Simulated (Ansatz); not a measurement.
Crystal: TiCo.

```xyz
2
Lattice="2.9861 0.0000 0.0000 0.0000 2.9861 0.0000 0.0000 0.0000 2.9861" Properties=species:S:1:pos:R:3 pbc="T T T"
Co    1.4931    1.4931    1.4931
Ti    0.0000    0.0000    0.0000
```

The cell comes from a database or a generator and needn't be the stable form of this composition.

Base run:

* Program: Ansatz 0.2.0
* Functional: PBE
* Potentials or basis: Ansatz PAW
* Cutoff: 420 eV (not typed: the program's choice for these potentials)
* k mesh: 8 × 8 × 8
* Occupations: fermi-dirac, width 0.05 eV
* Spin: collinear spin, ferromagnetic start
* Starting moments: [3.0, 1.5] μB
* Fixed moment: 4.5 μB

Its results: pressure 25.5 GPa; site moments Co +2.32; Ti +1.37 μB.

Question: The run is repeated on the same cell with these changes: fixed moment from 4.5 μB to 3 μB; moments at the start from [3.0, 1.5] to [2.0, 1.0]. What comes out?

Answer: Pressure 11.9 GPa; site moments Co +1.86; Ti +0.73 μB.

Caveats: the total moment is fixed, so each spin has its own Fermi level; the thresholds are loose for stress.
